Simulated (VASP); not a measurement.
# Al (Fm-3m) in VASP: further runs, part 2 of 2

VASP 6.6.1.

### 3 Band structure, PBE+D3(BJ)

INCAR

```
SYSTEM = Al
ALGO = Normal
EDIFF = 1E-6
ENCUT = 520
GGA = PE
ICORELEVEL = 1
ISIF = 2
ISMEAR = 1
IVDW = 12
LASPH = .TRUE.
LCHARG = .FALSE.
LREAL = .FALSE.
LWAVE = .FALSE.
NBANDS = 8
NELM = 80
PREC = Accurate
SIGMA = 0.1
```

KPOINTS

```
k-points
0
G
  16 16 16
  0 0 0
```

POSCAR

```
Al                                      
1.0
    0.0000000000      1.9912374409      1.9912374409
    1.9912374409      0.0000000000      1.9912374409
    1.9912374409      1.9912374409      0.0000000000
  Al            
     1
Direct
     0.0000000000000000    0.0000000000000000    0.0000000000000000
```

KPOINTS_OPT

```
explicit points
206
Reciprocal
 0.0000000000  0.0000000000  0.0000000000 1
 0.0263157895  0.0000000000  0.0263157895 1
 0.0526315789  0.0000000000  0.0526315789 1
 0.0789473684  0.0000000000  0.0789473684 1
 0.1052631579  0.0000000000  0.1052631579 1
 0.1315789474  0.0000000000  0.1315789474 1
[... 198 lines left out ...]
 0.5000000000  0.2500000000  0.7500000000 1
 0.5000000000  0.0000000000  0.5000000000 1
```

Potentials or basis: VASP PAW PBE potentials, release 64 (Al).

Command:

```sh
$ cat potpaw_PBE.64/Al/POTCAR > POTCAR
$ mpirun -np 1 vasp_std > vasp.out
```

OUTCAR:

```text
SYSTEM = Al
   EDIFF = 1E-6
   ENCUT = 520
   GGA = PE
   ISIF = 2
   ISMEAR = 1
   IVDW = 12
   LASPH = .TRUE.
   LREAL = .FALSE.
   NELM = 80
   PREC = Accurate
 IVDW          = 12

 ion  position               nearest neighbor table
   1  0.000  0.000  0.000-

  LATTYP: Found a face centered cubic cell.
 ALAT       =     3.9824748818

  Lattice vectors:

 A1 = (   0.0000000000,   1.9912374409,   1.9912374409)
 A2 = (   1.9912374409,   0.0000000000,   1.9912374409)
 A3 = (   1.9912374409,   1.9912374409,   0.0000000000)

Analysis of symmetry for initial positions (statically):
=====================================================================
 Subroutine PRICEL returns:
 Original cell was already a primitive cell.

 Routine SETGRP: Setting up the symmetry group for a
 face centered cubic supercell.

 Subroutine GETGRP returns: Found 48 space group operations
 (whereof 48 operations were pure point group operations)
 out of a pool of 48 trial point group operations.

The static configuration has the point symmetry O_h .

Analysis of symmetry for dynamics (positions and initial velocities):
=====================================================================
 Subroutine PRICEL returns:
 Original cell was already a primitive cell.

 Routine SETGRP: Setting up the symmetry group for a
 face centered cubic supercell.

 Subroutine GETGRP returns: Found 48 space group operations
 (whereof 48 operations were pure point group operations)
 out of a pool of 48 trial point group operations.

The dynamic configuration has the point symmetry O_h .

 Subroutine INISYM returns: Found 48 space group operations
 (whereof 48 operations are pure point group operations),
 and found     1 'primitive' translations

----------------------------------------------------------------------------------------

                                     Primitive cell

  volume of cell :      15.7906

  direct lattice vectors                    reciprocal lattice vectors
     0.000000000  1.991237441  1.991237441    -0.251100140  0.251100140  0.251100140
     1.991237441  0.000000000  1.991237441     0.251100140 -0.251100140  0.251100140
     1.991237441  1.991237441  0.000000000     0.251100140  0.251100140 -0.251100140

  length of vectors
     2.816034995  2.816034995  2.816034995     0.434918200  0.434918200  0.434918200

  position of ions in fractional coordinates (direct lattice)
     0.000000000  0.000000000  0.000000000

  ion indices of the primitive-cell ions
   primitive index   ion index
                 1           1

----------------------------------------------------------------------------------------

 KPOINTS: k-points

Automatic generation of k-mesh.
 Grid dimensions read from file:
 generate k-points for:   16   16   16

 Generating k-lattice:

  Cartesian coordinates                     Fractional coordinates (reciprocal lattice)
    -0.015693759  0.015693759  0.015693759     0.062500000  0.000000000  0.000000000
     0.015693759 -0.015693759  0.015693759     0.000000000  0.062500000  0.000000000
     0.015693759  0.015693759 -0.015693759     0.000000000  0.000000000  0.062500000

  Length of vectors
     0.027182388  0.027182388  0.027182388

  Shift w.r.t. Gamma in fractional coordinates (k-lattice)
     0.000000000  0.000000000  0.000000000

 Subroutine IBZKPT returns following result:
 ===========================================

 Found    145 irreducible k-points:

 Following reciprocal coordinates:
            Coordinates               Weight
  0.000000  0.000000  0.000000      1.000000
  0.062500  0.000000  0.000000      8.000000
  0.125000  0.000000  0.000000      8.000000
  0.187500  0.000000  0.000000      8.000000
  0.250000  0.000000  0.000000      8.000000
  0.312500  0.000000  0.000000      8.000000
[... 16 lines left out ...]
 -0.125000  0.062500  0.000000     24.000000
 -0.062500  0.062500  0.000000     12.000000
 [... further k-points ...]
   k-points           NKPTS =    145   k-points in BZ     NKDIM =    145   number of bands    NBANDS=      8
   number of dos      NEDOS =    301   number of ions     NIONS =      1
   total plane-waves  NPLWV =  13824
   dimension x,y,z NGX =    24 NGY =   24 NGZ =   24
   dimension x,y,z NGXF=    48 NGYF=   48 NGZF=   48
   ions per type =               1
   NGX,Y,Z   is equivalent  to a cutoff of  14.17, 14.17, 14.17 a.u.
   NGXF,Y,Z  is equivalent  to a cutoff of  28.34, 28.34, 28.34 a.u.
 SYSTEM =  Al
   PREC   = accura    normal or accurate (medium, high low for compatibility)
   ISTART =      0    job   : 0-new  1-cont  2-samecut
   ICHARG =      2    charge: 1-file 2-atom 10-const
   ISPIN  =      1    spin polarized calculation?
   LNONCOLLINEAR =      F non collinear calculations
   LSORBIT =      F    spin-orbit coupling
   LASPH  =      T    aspherical Exc in radial PAW
   ENCUT  =  520.0 eV  38.22 Ry    6.18 a.u.   5.24  5.24  5.24*2*pi/ulx,y,z
   NELM   =     80;   NELMIN=  2; NELMDL= -5     # of ELM steps
   EDIFF  = 0.1E-05   stopping-criterion for ELM
   LREAL  =      F    real-space projection
   EDIFFG = 0.1E-04   stopping-criterion for IOM
   NSW    =      0    number of steps for IOM
   IBRION =     -1    ionic relax: 0-MD 1-quasi-New 2-CG
   NFREE  =      0    steps in history (QN), initial steepest desc. (CG)
   ISIF   =      2    stress and relaxation
   ISYM   =      2    0-nonsym 1-usesym 2-fastsym
   POTIM  = 0.5000    time-step for ionic-motion
   TEBEG  =    0.0;   TEEND  =   0.0 temperature during run
   PSTRESS=    0.0 pullay stress
   NELECT =       3.0000    total number of electrons
   NUPDOWN=      -1.0000    fix difference up-down
   EMIN   =  10.00;   EMAX   =-10.00  energy-range for DOS
   EFERMI =   0.00;   METHOD = LEGACY
   ISMEAR =     1;   SIGMA  =   0.10  broadening in eV -4-tet -1-fermi 0-gaus
   EFERMI_NEDOS =   21; number of points for ismear=-14 and -15
   IALGO  =     38    algorithm
   IMIX   =      4    mixing-type and parameters
     AMIX     =   0.40;   BMIX     =  1.00
     AMIX_MAG =   1.60;   BMIX_MAG =  1.00
  volume/ion in A,a.u.               =      15.79       106.56
  Fermi-wavevector in a.u.,A,eV,Ry     =   0.941128  1.778475 12.050988  0.885723
  Thomas-Fermi vector in A             =   2.068609
   LORBIT       =      0    0 simple, 1 ext, 2 COOP (PROOUT), +10 PAW based schemes
   GGA     = PE    functional components
   LHFCALC =     F    Hartree Fock is set to
   AEXX    =    0.0000 exact exchange contribution
   IVDW    =    12    specifies the selected vdW correction
   LEPSILON=     F    determine dielectric tensor
   LRPA    =     F    only Hartree local field effects (RPA)
 non-spin polarized calculation
 Methfessel and Paxton  Order N= 1 SIGMA  =   0.10
  energy-cutoff  :      520.00
  volume of cell :       15.79
 maximum number of plane-waves:       444
 NGX is ok and might be reduce to    24
   NGX = 11   NGY = 11   NGZ = 11

 number of electron       3.0000000 magnetization

 Free energy of the ion-electron system (eV)
  ---------------------------------------------------
  ext. energy  EPLUGINS =         0.00000000
  ---------------------------------------------------
  free energy    TOTEN  =        -3.74386730 eV

  energy without entropy =       -3.74421568  energy(sigma->0) =       -3.74398343

 the core state eigenenergies are
   1-  1s  -1497.5926  2s    -94.8767  2p    -56.3331

 E-fermi :   8.4904     XC(G=0): -10.3567

 val. band max:        8.4537743416   @ k =  -0.2500   0.3125   0.1250
 cond. band min:       8.5571141623   @ k =  -0.2500   0.5000   0.2500
 fundamental gap:      0.1033398207
 Fermi energy:         8.4904370350

 k-point     1 :       0.0000    0.0000    0.0000
  band No.  band energies     occupation
      1      -2.9754      2.00000
      2      21.3321      0.00000
      3      21.3321      0.00000
      4      21.3321      0.00000
      5      23.1633      0.00000
      6      23.1633      0.00000
      7      23.1633      0.00000
      8      25.2539      0.00000
[... 265 lines left out ...]
 k-point    26 :       0.1875    0.1250    0.0000
  band No.  band energies     occupation
      1      -1.9946      2.00000
      2      16.3452      0.00000
      3      18.0395      0.00000
      4      19.1528      0.00000
      5      21.8731      0.00000
      6      22.0560      0.00000
      7      27.1017      0.00000
      8      27.6607      0.00000

 k-point    27 :       0.2500    0.1250    0.0000
  band No.  band energies     occupation
      1      -1.3807      2.00000
      2      13.8983      0.00000

------------------------ aborting loop because EDIFF is reached ----------------------------------------

 Edisp (eV)   -0.35206

 E8    (eV) :    -0.1575

  FORCE on cell =-STRESS in cart. coord.  units (eV):
  Direction    XX          YY          ZZ          XY          YZ          ZX
  --------------------------------------------------------------------------------------
  -------------------------------------------------------------------------------------
  Total       0.00087     0.00087     0.00087     0.00000    -0.00000     0.00000
  in kB       0.08837     0.08837     0.08837     0.00000    -0.00000     0.00000
  external pressure =        0.09 kB  Pullay stress =        0.00 kB

 VOLUME and BASIS-vectors are now :
 -----------------------------------------------------------------------------
  energy-cutoff  :      520.00
  volume of cell :       15.79
      direct lattice vectors                 reciprocal lattice vectors
     0.000000000  1.991237441  1.991237441    -0.251100140  0.251100140  0.251100140
     1.991237441  0.000000000  1.991237441     0.251100140 -0.251100140  0.251100140
     1.991237441  1.991237441  0.000000000     0.251100140  0.251100140 -0.251100140

 POSITION                                       TOTAL-FORCE (eV/Angst)
 -----------------------------------------------------------------------------------
      0.00000      0.00000      0.00000         0.000000     -0.000000      0.000000
 -----------------------------------------------------------------------------------
    total drift:                                0.000000     -0.000000     -0.000000

  FREE ENERGIE OF THE ION-ELECTRON SYSTEM (eV)
  ---------------------------------------------------
  free  energy   TOTEN  =        -4.0959249374 eV

  energy  without entropy=       -4.0962733130  energy(sigma->0) =       -4.09604106
```

Wall time 13 s (1 thread of Intel Xeon Platinum 8375C at 2.90GHz (Ice Lake), shared host); peak memory 0.16 GiB.

Results:

```yaml
Free_energy: -4.0959 eV
Pressure: 0.0 GPa
Band_gap_along_the_path: none (metal or under the smearing width)
Dispersion_energy_per_atom: -0.352 eV
```

Levels at the corners of the path, in eV from the Fermi level:
| point | band 1 | band 2 | band 3 | band 4 | band 5 | band 6 |
| --- | --- | --- | --- | --- | --- | --- |
| Γ | -11.47 | 12.84 | 12.84 | 12.84 | 14.67 | 14.67 |
| X | -3.05 | -1.64 | 5.24 | 5.78 | 5.78 | 9.47 |
| X | -3.05 | -1.64 | 5.24 | 5.78 | 5.78 | 9.47 |
| W | -0.93 | -0.93 | 0.07 | 1.33 | 16.20 | 16.20 |
| W | -0.93 | -0.93 | 0.07 | 1.33 | 16.20 | 16.20 |
| K | -1.99 | -1.47 | -0.34 | 6.77 | 8.42 | 16.16 |
| K | -1.99 | -1.47 | -0.34 | 6.77 | 8.42 | 16.16 |
| Γ | -11.47 | 12.84 | 12.84 | 12.84 | 14.67 | 14.67 |
| Γ | -11.47 | 12.84 | 12.84 | 12.84 | 14.67 | 14.67 |
| L | -4.79 | -4.46 | 11.64 | 11.64 | 11.86 | 11.86 |
| L | -4.79 | -4.46 | 11.64 | 11.64 | 11.86 | 11.86 |
| U | -1.99 | -1.47 | -0.34 | 6.77 | 8.42 | 16.16 |
| U | -1.99 | -1.47 | -0.34 | 6.77 | 8.42 | 16.16 |
| W | -0.93 | -0.93 | 0.07 | 1.33 | 16.20 | 16.20 |
| W | -0.93 | -0.93 | 0.07 | 1.33 | 16.20 | 16.20 |
| L | -4.79 | -4.46 | 11.64 | 11.64 | 11.86 | 11.86 |
| L | -4.79 | -4.46 | 11.64 | 11.64 | 11.86 | 11.86 |
| K | -1.99 | -1.47 | -0.34 | 6.77 | 8.42 | 16.16 |
| U | -1.99 | -1.47 | -0.34 | 6.77 | 8.42 | 16.16 |
| X | -3.05 | -1.64 | 5.24 | 5.78 | 5.78 | 9.47 |

Core levels (eV, on the scale of the bands):
| atom | levels |
| --- | --- |
| 1 Al | 1s -1497.6, 2s -94.9, 2p -56.3 |

Caveat: pairwise dispersion overbinds metals, which lowers pressure and volume.
